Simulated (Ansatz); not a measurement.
Cl started on a Na site in rocksalt NaCl, 64 atoms, charge −2

All numbers come from Ansatz (PAW, plane waves, no spin–orbit coupling) at the single k point (¼, ¼, ¼) without its symmetry partners. The atoms were relaxed with PBEsol in a fixed cell; other functionals are single points on those atoms unless said otherwise. The valence top and gap of the host come from its small cell on a dense mesh, with the band extrema sought between the mesh points, lined up by the mean potential, PBEsol gap 5.01 eV, HSE06 gap 6.57 eV. The charge correction uses an assumed dielectric constant of 5.9.

Relaxed structure:

```yaml
crystal:
  lattice:
    - [11.20000, 0.00000, 0.00000]
    - [0.00000, 11.20000, 0.00000]
    - [0.00000, 0.00000, 11.20000]
  atoms:
    - { symbol: Cl, position: [0.24691, 0.99904, 0.00143] }
    - { symbol: Cl, position: [0.24182, 0.00856, 0.50048] }
    - { symbol: Cl, position: [0.24179, 0.49999, 0.99190] }
    - { symbol: Cl, position: [0.25367, 0.50133, 0.49920] }
    - { symbol: Cl, position: [0.75078, 0.99769, 0.00275] }
    - { symbol: Cl, position: [0.75245, 0.00238, 0.50232] }
    - { symbol: Cl, position: [0.75244, 0.49813, 0.99807] }
    - { symbol: Cl, position: [0.80795, 0.48049, 0.52006] }
    - { symbol: Cl, position: [0.99907, 0.24688, 0.00147] }
    - { symbol: Cl, position: [0.00867, 0.24175, 0.50047] }
    - { symbol: Cl, position: [0.99773, 0.75076, 0.00272] }
    - { symbol: Cl, position: [0.00242, 0.75240, 0.50226] }
    - { symbol: Cl, position: [0.50003, 0.24182, 0.99188] }
    - { symbol: Cl, position: [0.50135, 0.25356, 0.49926] }
    - { symbol: Cl, position: [0.49818, 0.75245, 0.99786] }
    - { symbol: Cl, position: [0.48064, 0.80777, 0.51975] }
    - { symbol: Cl, position: [0.99774, 0.99771, 0.24970] }
    - { symbol: Cl, position: [0.99906, 0.99899, 0.75357] }
    - { symbol: Cl, position: [0.00241, 0.49820, 0.24806] }
    - { symbol: Cl, position: [0.00866, 0.49998, 0.75872] }
    - { symbol: Cl, position: [0.49821, 0.00257, 0.24802] }
    - { symbol: Cl, position: [0.50001, 0.00856, 0.75863] }
    - { symbol: Cl, position: [0.48050, 0.48064, 0.19252] }
    - { symbol: Cl, position: [0.50130, 0.50121, 0.74678] }
    - { symbol: Cl, position: [0.55711, 0.55683, 0.44343] }
    - { symbol: Cl, position: [0.24538, 0.24539, 0.24813] }
    - { symbol: Cl, position: [0.24948, 0.24941, 0.75106] }
    - { symbol: Cl, position: [0.24722, 0.74913, 0.25135] }
    - { symbol: Cl, position: [0.24537, 0.75233, 0.75508] }
    - { symbol: Cl, position: [0.74916, 0.24719, 0.25143] }
    - { symbol: Cl, position: [0.75241, 0.24525, 0.75521] }
    - { symbol: Cl, position: [0.74959, 0.74957, 0.25081] }
    - { symbol: Cl, position: [0.74912, 0.74902, 0.75323] }
    - { symbol: Na, position: [0.99875, 0.99874, 0.00171] }
    - { symbol: Na, position: [0.99776, 0.99771, 0.50148] }
    - { symbol: Na, position: [0.99775, 0.49896, 0.00275] }
    - { symbol: Na, position: [0.02676, 0.50067, 0.49979] }
    - { symbol: Na, position: [0.49900, 0.99775, 0.00271] }
    - { symbol: Na, position: [0.50069, 0.02664, 0.49976] }
    - { symbol: Na, position: [0.50069, 0.50072, 0.97370] }
    - { symbol: Na, position: [0.25232, 0.25229, 0.00017] }
    - { symbol: Na, position: [0.25685, 0.25678, 0.49937] }
    - { symbol: Na, position: [0.25028, 0.74698, 0.00302] }
    - { symbol: Na, position: [0.25273, 0.74946, 0.50334] }
    - { symbol: Na, position: [0.74701, 0.25020, 0.00313] }
    - { symbol: Na, position: [0.74947, 0.25268, 0.50344] }
    - { symbol: Na, position: [0.74570, 0.74569, 0.00444] }
    - { symbol: Na, position: [0.71891, 0.71868, 0.50370] }
    - { symbol: Na, position: [0.25031, 0.99744, 0.25349] }
    - { symbol: Na, position: [0.25229, 0.00030, 0.74820] }
    - { symbol: Na, position: [0.25272, 0.49713, 0.25105] }
    - { symbol: Na, position: [0.25681, 0.50111, 0.74372] }
    - { symbol: Na, position: [0.74571, 0.99595, 0.25477] }
    - { symbol: Na, position: [0.74700, 0.99732, 0.75023] }
    - { symbol: Na, position: [0.71894, 0.49669, 0.28168] }
    - { symbol: Na, position: [0.74945, 0.49701, 0.74782] }
    - { symbol: Na, position: [0.99747, 0.25024, 0.25351] }
    - { symbol: Na, position: [0.00037, 0.25227, 0.74819] }
    - { symbol: Na, position: [0.99600, 0.74574, 0.25470] }
    - { symbol: Na, position: [0.99744, 0.74694, 0.75019] }
    - { symbol: Na, position: [0.49715, 0.25288, 0.25113] }
    - { symbol: Na, position: [0.50119, 0.25673, 0.74372] }
    - { symbol: Na, position: [0.49674, 0.71867, 0.28170] }
    - { symbol: Na, position: [0.49712, 0.74935, 0.74756] }
```

Chemical potentials μ are those of reference phases of the elements at zero temperature by the same functional (the usual solids, diamond for C, grey Sn, and the molecules H2, N2, O2, F2, Cl2, Br2 and S8).

```tsv
functional	E(defect) − E(host) − Σ nμ + q·E_VBM (eV)	monopole (eV)	alignment (eV)	formation energy at E_F = VBM (eV)	moment (μB)	wall time, shared host
PBEsol	8.41	1.24	-0.21	9.44	0 (no spin)	14 s on NVIDIA GB300 (relaxation)
HSE06	10.50	1.24	-0.19	11.55	0 (no spin)	24 s on NVIDIA GB300
```

**Question.** How does the monopole term follow by hand for this cubic cell?

**Answer.** q²·α·e²/(4πε₀)/(2εL) with the Madelung constant α = 2.837 and e²/4πε₀ = 14.40 eV·Å: 4 × 2.837 × 14.40 / (2 × 5.9 × 11.200) = 1.24 eV.

HSE06 one-electron levels near the gap (the ten most localised at most), from the host's valence top, not corrected for the charge's images:

| level (eV) | spin | filling | atoms sharing it | element of the atom with most weight |
| --- | --- | --- | --- | --- |
| -0.16 | both | 2.00 | 8.0 | Cl |
| -0.12 | both | 2.00 | 10.2 | Cl |
| -0.08 | both | 2.00 | 6.8 | Cl |
| -0.04 | both | 2.00 | 7.3 | Cl |
| -0.02 | both | 2.00 | 5.8 | Cl |
| 0.13 | both | 2.00 | 9.6 | Cl |
| 0.20 | both | 2.00 | 8.8 | Cl |
| 1.45 | both | 2.00 | 1.8 | Cl |
| 1.95 | both | 2.00 | 2.2 | Cl |
| 1.97 | both | 2.00 | 2.2 | Cl |

All elements are taken at their own reference at once; growth conditions in equilibrium with the host shift these energies, by up to the host's formation enthalpy.

One k point and a cell of this size can leave errors of several tenths of an eV in such numbers.
